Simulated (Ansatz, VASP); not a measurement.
Given: the input of a run of VASP 6.6.1 on SrO.

Contents of INCAR:

```
SYSTEM = SrO
PREC = Accurate ; ENCUT = 520
EDIFF = 1E-7 ; ISMEAR = -1
SIGMA = 0.05 ; LREAL = .FALSE.
LASPH = .TRUE. ; NELM = 60
ALGO = Normal ; ISIF = 2
LWAVE = .FALSE. ; LCHARG = .FALSE.
GGA = PE ; NBANDS = 24
```

File KPOINTS:

```
regular mesh
0
G
  9 9 5
  0 0 0
```

Contents of POSCAR:

```
SrO
1.0
    3.5294398006      0.0000000000      0.0000000000
   -1.7647199003      3.0565845284      0.0000000000
    0.0000000000      0.0000000000      6.1755758504
Sr O
2 2
Direct
    0.6666666667      0.3333333333      0.7500000000
    0.3333333333      0.6666666667      0.2500000000
    0.0000000000      0.0000000000      0.5000000000
    0.0000000000      0.0000000000      0.0000000000
```

Potentials or basis: VASP PAW PBE potentials, release 64 (Sr_sv, O).

The run is started by

```sh
$ cat potpaw_PBE.64/Sr_sv/POTCAR potpaw_PBE.64/O/POTCAR > POTCAR
$ mpirun -np 1 vasp_std > vasp.out
```

Question: Translate it to Ansatz 0.2.0. Potentials there: Ansatz PAW.

Answer: As run (the cutoff follows the program's own potentials):

input.yaml

```yaml
crystal:
  lattice:
    - [3.5294398006, 0.0, 0.0]
    - [-1.7647199003, 3.0565845284, 0.0]
    - [0.0, 0.0, 6.1755758504]
  atoms:
    - { symbol: Sr, position: [0.6666666667, 0.3333333333, 0.75] }
    - { symbol: Sr, position: [0.3333333333, 0.6666666667, 0.25] }
    - { symbol: O, position: [0.0, 0.0, 0.5] }
    - { symbol: O, position: [0.0, 0.0, 0.0] }
hamiltonian:
  xc: pbe
  pseudopotentials: { kind: paw }
kpoints:
  mp_grid: { grid: [9, 9, 5] }
scf:
  occupations: { method: fermi_dirac, width: 0.05 }
output:
  forces: true
  stress: true
  eigenvalues: true
```

Potentials or basis: Ansatz PAW.

Launch:

```sh
$ ansatz run input.yaml --threads 2 --pin off --max-ram 5120MiB --backend cpu --events-out ev --progress --plain --runs-dir out
```

Both were run:

|  | VASP | Ansatz | Ansatz less VASP |
| --- | --- | --- | --- |
| gap on the k mesh at the Fermi level (eV) | 3.09 | 3.13 | +0.038 |
| least direct gap on the mesh (eV) | 3.20 | 3.20 | +0.004 |
| pressure (GPa) | 3.9 | 3.3 | -0.62 |

Caveats: an odd mesh through Γ misses points on the zone boundary, where band edges often lie (VASP); odd divisions of the mesh miss points on the zone boundary, where band edges often lie, so the gap on the mesh can be too wide (Ansatz); the pressure holds a Pulay correction of +0.4 GPa for the finite cutoff (Ansatz).
